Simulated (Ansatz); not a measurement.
# Si: the cost of one run

Program: Ansatz 0.2.0. Level of theory: DFT r2SCAN, scalar-relativistic, plane waves, PAW. These are calculated values, not measurements.

1 further run of the same task is left out (set aside as unsound or not needed). Runs told in other sessions of the task aren't counted.

## Step 1: The structure to begin with

It takes space group P6_3/mmc (No. 194, hexagonal). Conventional cell: a = 3.832 Å, b = 3.832 Å, c = 6.342 Å, α = 90.00°, β = 90.00°, γ = 120.00°. Si (site symmetry 3m) is surrounded by 4 Si at 2.35 to 2.37 Å.

Structure file:

```
CELL_PARAMETERS angstrom
3.83191 0.00000 0.00000
-1.91595 3.31853 0.00000
0.00000 0.00000 6.34182
ATOMIC_POSITIONS crystal
Si 0.33333 0.66667 0.06309
Si 0.66667 0.33333 0.56309
Si 0.33333 0.66667 0.43691
Si 0.66667 0.33333 0.93691
```

It goes back to an entry of the Materials Project, which need not be the stable form.

This cell was relaxed beforehand with the same method: volume 20.16 Å³/atom, gap on the mesh 0.61 eV.

## Step 2: Zero of energy

The reference gives a free energy of -2556.2158 eV, pressure 0.00 GPa, largest force 0.003 eV/Å and gap on the mesh 0.61 eV. It was computed beforehand with the settings of the runs below.

## Step 3: Next: an energy map of one atom

Atom 1 (Si) is moved by p along (1.000, 0.000, 0.000) and q along (0.000, 0.000, 1.000) (Å), all else fixed; its images in the other cells move with it. Points alike by symmetry are run once.

## Step 4: At p = -0.300, q = -0.300

File input.yaml:

```yaml
crystal:
  lattice:
    - [3.8319083593, 0.0, 0.0]
    - [-1.9159541797, 3.3185299841, 0.0]
    - [0.0, 0.0, 6.3418199252]
  atoms:
    - { symbol: Si, position: [0.2550433609, 0.6666666667, 0.0157858456] }
    - { symbol: Si, position: [0.6666666667, 0.3333333333, 0.5630908785] }
    - { symbol: Si, position: [0.3333333333, 0.6666666667, 0.4369091215] }
    - { symbol: Si, position: [0.6666666667, 0.3333333333, 0.9369091215] }
basis:
  ecutwfc: 500
kpoints:
  mp_grid: { grid: [12, 12, 4] }
hamiltonian:
  xc: r2scan
scf:
  occupations: { method: gaussian, width: 0.05 }
output:
  forces: true
  stress: true
  eigenvalues: true
```

On the command line:

```
$ ansatz run input.yaml --threads 2 --pin off --max-ram 5120MiB --backend cpu --events-out ev --progress --plain --runs-dir out
```

Q: Estimate wall time and peak memory on 2 threads of Intel Xeon 6975P-C (Granite Rapids), shared host.

About 13 s, with a peak of 0.76 GiB.
